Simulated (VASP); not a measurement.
## Ru: relaxation of cell and atoms with PBEsol

Ru:

```
CELL_PARAMETERS angstrom
2.68826 0.00000 0.00000
-1.34413 2.32811 0.00000
0.00000 0.00000 4.25530
ATOMIC_POSITIONS crystal
Ru 0.33333 0.66667 0.25000
Ru 0.66667 0.33333 0.75000
```

```
Program                : VASP 6.6.1
Task                   : relaxation of cell and atoms
Functional             : PBEsol
Potentials or basis    : VASP PAW PBE potentials, release 64 (Ru_pv)
Cutoff                 : 600 eV
k mesh                 : 15 × 15 × 9
Occupations            : methfessel-paxton, width 0.1 eV
Spin                   : no spin polarisation
Further INCAR settings : ALGO = Normal; EDIFF = 1e-07; IBRION = 2; EDIFFG = -0.005; NSW = 90; ISIF = 3
```

```json
{
  "Relaxed volume": "13.31 Å³/atom",
  "Relaxed cell": "a = 2.688 Å, b = 2.688 Å, c = 4.255 Å, α = 90.00°, β = 90.00°, γ = 120.00°",
  "Space group after relaxing (to 0.05 Å)": "P6_3/mmc (No. 194)",
  "Energy gained by relaxing": "0.0 meV/atom",
  "Ionic steps": "3",
  "Pressure after relaxing": "0.0 GPa",
  "Band gap on the k mesh": "none (metal or under the smearing width)"
}
```

Final structure:
```
Ru
1.0
     2.68790    0.00000    0.00000
    -1.34395    2.32779    0.00000
     0.00000    0.00000    4.25521
Ru
2
Direct
  0.33333 0.66667 0.25000
  0.66667 0.33333 0.75000
```

Levels at points of the mesh, in eV from the Fermi level:
| k point | band 12 | band 13 | band 14 | band 15 | band 16 | band 17 |
| --- | --- | --- | --- | --- | --- | --- |
| (0.00, 0.00, 0.00) | -1.96 | -1.96 | -1.40 | -1.40 | 1.25 | 1.25 |

It took 28 s on 2 MPI ranks on Intel(R) Xeon(R) Platinum 8559C (Emerald Rapids), on a shared host, peak memory 0.19 GiB a rank.

Caveat: the PAW data sets were made with another functional, which shifts forces and pressure a little.
